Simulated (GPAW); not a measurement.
KTaO3, 5 atoms in the cell. It takes space group Pm-3m (No. 221, cubic). Conventional cell: a = 3.988 Å, b = 3.988 Å, c = 3.988 Å, α = 90.00°, β = 90.00°, γ = 90.00°. Around Ta (site symmetry m-3m) lie 6 O at 1.99 Å. Around K (site symmetry m-3m) lie 12 O at 2.82 Å. Around O (site symmetry 4/mmm) lie 2 Ta at 1.99 Å. 

| Quantity | Value |
| --- | --- |
| Program | GPAW 26.7.0 |
| Task | equation of state |
| Functional | LDA |
| Potentials or basis | the program's PAW data sets (release 1.2.1) made for this functional |
| Cutoff | 800 eV |
| Basis | pw |
| k mesh | 7 × 7 × 7 |
| Occupations | fermi-dirac, width 0.05 eV |
| Spin | no spin polarisation |
| Maxiter | 150 |
| Eos scales | [0.94, 0.96, 0.98, 1.0, 1.02, 1.04, 1.06] |

Potentials or basis: the program's PAW data sets (release 1.2.1) made for this functional, pw.

Run with:

```sh
$ OMP_NUM_THREADS=1 python run.py
```

Hardware: 1 thread of Arm Neoverse V2, on a shared host.

**Question.** How long does it take, and how much memory?

**Answer.** It took 4.1 min on 1 thread of Arm Neoverse V2, with other jobs on the host, peak memory 0.41 GiB. Counts: scf iterations 70, plane waves 3083, bands 36, k points 20.
